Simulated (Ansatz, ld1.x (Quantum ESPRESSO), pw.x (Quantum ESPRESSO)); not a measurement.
gallium: one change to the TM potential, in the atom and in the fcc crystal

Ga (Z = 31), norm-conserving Troullier–Martins (Kleinman–Bylander form), made with ld1.x (Quantum ESPRESSO) 7.5 (LDA (PW92), scalar-relativistic). Core [Ar] 3d10, reference 4s1 4p2. Waves: 4p (bound): rc 2.65 bohr; 4d channel at 0.4 Ry: rc 2.65 bohr; 4s (bound): rc 2.05 bohr. Local part: the s channel. Core correction: none.

Change: wave 4d channel at 0.4 Ry: rc 2.65 bohr becomes 4d channel at 0.15 Ry: rc 2.65 bohr.

Cutoffs, loose and tight: the cutoffs (Ry, on a coarse ladder) from which the occupation-weighted sum of valence levels, in a spherical-Bessel basis at the reference potential, stays within 10 and 1 mRy of its value at 400 Ry. They do not see the model core or the augmentation charge, which bear on the density cutoff. Test errors are all-electron minus pseudo excitation energies from the reference, over the configurations 4s2 4p1; 4s2 4p0; 4s1 4p0; 4s2 4p1.3; 4s1 4p1; 4s0 4p3; 4s2 4p0.5 (two spin-polarised tests are not counted in the largest error); variants that change the core or the reference have their own tests.

Crystal test: fcc Ga in pw.x 7.5, no spin, 14³ k-points, Fermi–Dirac smearing 0.01 Ry, cutoffs set for each file from its atomic test. The reference is all-electron LAPW (Ansatz 0.2.0) with the same functional, mesh and smearing; V0 and B0 come from Birch–Murnaghan fits to the pressures at five volumes. Errors are pseudo minus all-electron; Δ is the rms difference of the E(V) curves that follow from these fits, minima aligned, over ±6 % about the mean V0. Mesh and smearing are coarse, so the numbers serve the comparison and aren't converged zero-temperature values; the lattice is a test structure that the element need not adopt.

All-electron: a0 = 4.093 Å (V0 = 17.15 Å³/atom), B0 = 65.0 GPa.

**Question.** Does the change bring the crystal closer to the all-electron result?

**Answer.** The mean pressure error goes from -5.37 to -4.41 GPa, so the change moves the solid closer to the all-electron pressures. Neither pressure curve crosses zero within the volumes sampled, so no fits are given.

```
                       quantity       base    changed
                 outcome (atom)  generated  generated
           cutoff, loose (atom)      12 Ry      12 Ry
           cutoff, tight (atom)      30 Ry      30 Ry
            bound ghosts (atom)       none       none
largest test error (meV) (atom)        +86        +86
           cutoffs in pw.x (Ry)     40/160     40/160
      mean pressure error (GPa)      -5.37      -4.41
```

Base: This is a poor potential for the solid. Changed file: This is a poor potential for the solid. The atomic cutoffs weigh occupied waves only.
